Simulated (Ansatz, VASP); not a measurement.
V in VASP and in Ansatz

```
V
1.0
    -1.41808    1.41808    1.41808
     1.41808   -1.41808    1.41808
     1.41808    1.41808   -1.41808
V
1
Direct
  0.00000 0.00000 0.00000
```

Alike in both runs: task single point; functional LDA; k mesh 20 × 20 × 20; occupations gaussian, width 0.1 eV; no spin polarisation.

|  | VASP | Ansatz |
| --- | --- | --- |
| version | VASP 6.6.1 | Ansatz 0.2.0 |
| potentials or method | VASP PAW LDA potentials, release 64 (V_sv) | scalar-relativistic, plane waves, PAW |
| plane-wave cutoff (eV) | 520 | 420 |
| valence electrons in the cell | 13 | 13 |

```csv
,VASP,Ansatz,Ansatz less VASP
gap on the k mesh at the Fermi level (eV),none,none,-
pressure (GPa),24.2,23.4,-0.78
```

A gap of «none» marks a metal or a gap that the smearing closes. Ansatz warned: «pseudo_functional_mismatch».

Caveats: so large a pressure means that the cell lies far from this level's equilibrium, or that cutoff or potentials fall short (VASP).
